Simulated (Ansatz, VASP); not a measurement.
Fe: VASP beside Ansatz

The input INCAR:

```
ALGO = Normal
EDIFF = 1E-6
ENCUT = 520
GGA = PE
ISIF = 2
ISMEAR = -1
ISPIN = 2
LASPH = True
LCHARG = True
LELF = True
LMAXMIX = 4
LORBIT = 11
LREAL = False
LVHAR = True
LWAVE = False
MAGMOM = 2.5
NBANDS = 14
NELM = 150
PREC = Accurate
SIGMA = 0.06122561905347299
```

KPOINTS

```
k-points
0
Gamma
  16 16 16
```

Contents of POSCAR:

```
Fe
1.0
   -1.4295152970      1.4295152970      1.4295152970
    1.4295152970     -1.4295152970      1.4295152970
    1.4295152970      1.4295152970     -1.4295152970
Fe
1
Direct
    0.0000000000      0.0000000000      0.0000000000
```

Input for Ansatz:

```yaml
crystal:
  atoms:
  - position: [0.0, 0.0, 0.0]
    spin: 2.5
    symbol: Fe
  lattice:
  - [-1.429515296955673, 1.429515296955673, 1.429515296955673]
  - [1.429515296955673, -1.429515296955673, 1.429515296955673]
  - [1.429515296955673, 1.429515296955673, -1.429515296955673]
hamiltonian:
  dispersion: none
  pseudopotentials:
    dirac_shells:
      Fe: [2p]
    kind: all_electron
    lapw: {basis_error: 0.025 meV}
    relativity: scalar
  xc: pbe
kpoints:
  mp_grid:
    grid: [16, 16, 16]
    shift: [0, 0, 0]
magnetization: {spin_polarized: true}
output: {forces: true, stress: true}
scf:
  convergence: {dr2_threshold: 1e-10 eV}
  lower_state_search: 'off'
  max_iter: 200
  occupations: {method: fermi_dirac, width: 0.06122561905347299}
```

Alike in both runs: task single point; functional PBE; k mesh 16 × 16 × 16; occupations fermi-dirac, width 0.0612256 eV; collinear spin.

|  | VASP | Ansatz |
| --- | --- | --- |
| version | VASP 6.6.1 | Ansatz 0.2 development build |
| potentials or method | VASP PAW PBE potentials, release 64 (Fe) | all-electron full-potential LAPW, scalar-relativistic |
| plane-wave cutoff (eV) | 520 | see its input |

|  | VASP | Ansatz | Ansatz less VASP |
| --- | --- | --- | --- |
| pressure (GPa) | -4.6 | -5.0 | -0.32 |
| net moment per atom (μB) | 2.25 | 2.23 | -0.026 |
| size of the moment on the site where the two differ most (μB) | 2.25 | 2.29 | +0.031 |

Site moments also hang on the region over which each program counts them. Ansatz ran all-electron here, so the differences hold the error of VASP's frozen core and of both bases.
